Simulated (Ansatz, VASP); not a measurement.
Two plane-wave programs on InGa3N

```
In Ga N
1.0
     4.44855    0.00000    0.00000
     0.00000    4.44855    0.00000
     0.00000    0.00000    4.44855
In Ga N
1 3 1
Cartesian
  0.0000 0.0000 0.0000
  2.2243 2.2243 0.0000
  0.0000 2.2243 2.2243
  2.2243 0.0000 2.2243
  2.2243 2.2243 2.2243
```

The cell comes from a database or a generator and needn't be the stable form of this composition.

Alike in both runs: task relaxation of cell and atoms; functional PBE; k mesh 8 × 8 × 8; occupations gaussian, width 0.1 eV; no spin polarisation.

```csv
,VASP,Ansatz
version,VASP 6.6.1,Ansatz 0.2.0
potentials or method,"VASP PAW PBE potentials, release 64 (In_d, Ga_d, N)","scalar-relativistic, plane waves, PAW"
plane-wave cutoff (eV),600,420
valence electrons in the cell,57,57
```

VASP gave:

```
gap on the k mesh at the Fermi level, each at its own relaxed structure (eV) : none
relaxed volume (Å³/atom)                                                     : 17.78
relaxed cell length with the largest relative difference (Å)                 : 4.463
```

**Question.** Estimate Ansatz's values.

**Answer.** gap on the k mesh at the Fermi level, each at its own relaxed structure (eV): none; relaxed volume (Å³/atom): 17.74; relaxed cell length with the largest relative difference (Å): 4.460.

A gap of «none» marks a metal or a gap that the smearing closes.
